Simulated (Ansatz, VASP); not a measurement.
Two plane-wave programs on Ga

```xyz
1
Lattice="-1.6865 1.6865 1.6865 1.6865 -1.6865 1.6865 1.6865 1.6865 -1.6865" Properties=species:S:1:pos:R:3 pbc="T T T"
Ga    0.0000    0.0000    0.0000
```

Alike in both runs: functional PBE; k mesh 18 × 18 × 18; occupations gaussian, width 0.1 eV; no spin polarisation.

Ansatz relaxed the structure, and its values are those at the end. VASP's run is a single point on that final structure, the one shown.

|  | VASP | Ansatz |
| --- | --- | --- |
| version | VASP 6.6.1 | Ansatz 0.2.0 |
| potentials or method | VASP PAW PBE potentials, release 64 (Ga_d) | scalar-relativistic, plane waves, PAW |
| plane-wave cutoff (eV) | 520 | 420 |
| valence electrons in the cell | 13 | 13 |

|  | VASP | Ansatz | Ansatz less VASP |
| --- | --- | --- | --- |
| gap on the k mesh at the Fermi level (eV) | none | none | - |
| pressure (GPa) | 0.0 | 0.0 | -0.06 |

A gap of «none» marks a metal or a gap that the smearing closes.
